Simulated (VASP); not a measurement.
GaAs:

```
CELL_PARAMETERS angstrom
0.00000 2.82685 2.82685
2.82685 0.00000 2.82685
2.82685 2.82685 0.00000
ATOMIC_POSITIONS crystal
As 0.75000 0.75000 0.75000
Ga 0.00000 0.00000 0.00000
```

Program: VASP 6.6.1. Alike in all runs: potentials or basis VASP PAW PBE potentials, release 64 (As, Ga_d); cell as given; cutoff (eV) 520. Hardware: 1 thread of Intel(R) Xeon(R) Platinum 8375C CPU @ 2.90GHz (Ice Lake), with other jobs on the host.

Problem. Order these runs on this cell by their wall time, lowest first.
A. task band structure; level r2SCAN; spin SOC, no magnetisation; k mesh 6 × 6 × 6; smearing fermi-dirac 0.05 eV
B. task band structure; level r2SCAN; spin off; k mesh 8 × 8 × 8; smearing fermi-dirac 0.05 eV
C. task single point; level PBE; spin off; k mesh 8 × 8 × 8; smearing gaussian 0.012 eV

Solution. C (24 s), B (260 s), A (810 s).
